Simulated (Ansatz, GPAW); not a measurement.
Given: the input of a run of Ansatz 0.2.0 on AlO. The cell comes from a database or a generator and needn't be the stable form of this composition.

input.yaml

```yaml
crystal:
  lattice:
    - [2.76919, 0.0, 0.0]
    - [0.0, 2.76919, 0.0]
    - [0.0, 0.0, 2.76919]
  atoms:
    - { symbol: Al, position: [0.5, 0.5, 0.5] }
    - { symbol: O, position: [0.0, 0.0, 0.0] }
hamiltonian:
  xc: pbe
  pseudopotentials: { kind: paw, azcp: { folder: soft_1 } }
kpoints:
  mp_grid: { grid: [10, 10, 10] }
scf:
  occupations: { method: fermi_dirac, width: 0.05 }
output:
  forces: true
  stress: true
  eigenvalues: true
```

Potentials or basis: Ansatz PAW soft_1.

Launch:

```console
$ ansatz run input.yaml --threads 1 --pin off --max-ram 3584MiB --backend cpu --events-out ev --progress --plain --runs-dir out
```

What does the same run look like in GPAW 26.7.0 (ASE script)? Potentials or basis there: GPAW PAW data sets (gpaw-data 1.2.1), cutoff 800 eV.

As run (cutoffs and basis follow the program's own potentials, and thresholds, step limits or extra output files can differ):

Contents of run.py:

```python
from ase import Atoms
from ase.dft.bandgap import bandgap
from ase.io import write
from ase.units import Bohr, GPa
from gpaw import GPAW, PW
from gpaw.elf import elf_from_dft_calculation

atoms = Atoms(['Al', 'O'],
              cell=[[2.76919, 0.0, 0.0],
                    [0.0, 2.76919, 0.0],
                    [0.0, 0.0, 2.76919]],
              scaled_positions=[[0.5, 0.5, 0.5],
                                [0.0, 0.0, 0.0]],
              pbc=True)

calc = GPAW(mode=PW(800),
            xc='PBE',
            kpts={'size': (10, 10, 10), 'gamma': True},
            occupations={'name': 'fermi-dirac', 'width': 0.05},
            nbands=12,
            convergence={'density': 1e-05, 'energy': 1e-05},
            maxiter=150,
            txt='gpaw.txt')
atoms.calc = calc
energy = atoms.get_potential_energy()
forces = atoms.get_forces()
stress = atoms.get_stress()
calc.write('gs.gpw')
write('result.traj', atoms)
print(f'Energy: {energy:.6f} eV')
print('Forces (eV/A):')
print(forces.round(4))
print('Stress (GPa):', (stress / GPa).round(3))
print('Fermi level:', round(calc.get_fermi_level(), 4), 'eV')
print(f'Gap: {bandgap(calc)[0]:.4f} eV, direct: {bandgap(calc, direct=True)[0]:.4f} eV')

# fields on the real-space grid
write('density.cube', atoms, data=calc.get_pseudo_density() * Bohr**3)
write('potential.cube', atoms, data=calc.get_electrostatic_potential())
write('elf.cube', atoms, data=elf_from_dft_calculation(calc).data)
```

Potentials or basis: GPAW PAW data sets (gpaw-data 1.2.1), pw.

Launch:

```sh
$ OMP_NUM_THREADS=1 python run.py
```

Both were run:

|  | Ansatz | GPAW |
| --- | --- | --- |
| Pressure | 0.0 GPa | 0.2 GPa |

Ansatz's pressure holds a Pulay term of +0.35 GPa for its cutoff of 420 eV, which the other run lacks.

Where Ansatz's input types no cutoff or centring, it takes its own default and a Γ-centred mesh.

Pressure is positive in compression.
